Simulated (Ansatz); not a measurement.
## Al3Ru2: how the energy converges with the cutoff

Al3Ru2, I4/mmm, a = 3.078 Å, c = 14.286 Å. The structure is a Materials Project entry; whether it is the stable form wasn't checked. Ansatz: PBEsol, PAW, cutoff varied, Γ-centred 16×16×16 mesh on 5 atoms, Gaussian smearing 0.10 eV; no spin polarisation. Single points at one geometry, the cutoff alone changed; ΔE is the energy at zero smearing over the run at 850 eV (runs within 0.3 meV/atom of it are left out). The runs up to 380 eV lie under the cutoff recommended for these PAW datasets.

| cutoff (eV) | ΔE (meV/atom) |
| --- | --- |
| 150 | ? |
| 200 | 3739.02 |
| 250 | 685.54 |
| 300 | 93.41 |
| 350 | 9.43 |
| 380 | 2.86 |
| 420 | 1.20 |
| 460 | 0.73 |
| 520 | 0.33 |

Task: Assume ΔE falls exponentially with the cutoff, fit y = ln ΔE against x, the cutoff in eV, to the other rows, and predict the missing value.

Result: y = 8.227, 6.530, 4.537, 2.244, 1.051, 0.182, -0.315, -1.109. Means x = 360.0, y = 2.6684; Σ(Δx)² = 81000, ΣΔxΔy = -2506; the slope is their ratio. y = 13.81 − 0.03094 x, a factor of ten per 74 eV. At 150 eV this gives ΔE = 9595.02 meV/atom. The run gave 18902.33, a ratio of 0.51. Between neighbouring rows the decay runs from a factor of ten per 50 eV to one per 185 eV, so one exponential is only a rough guide.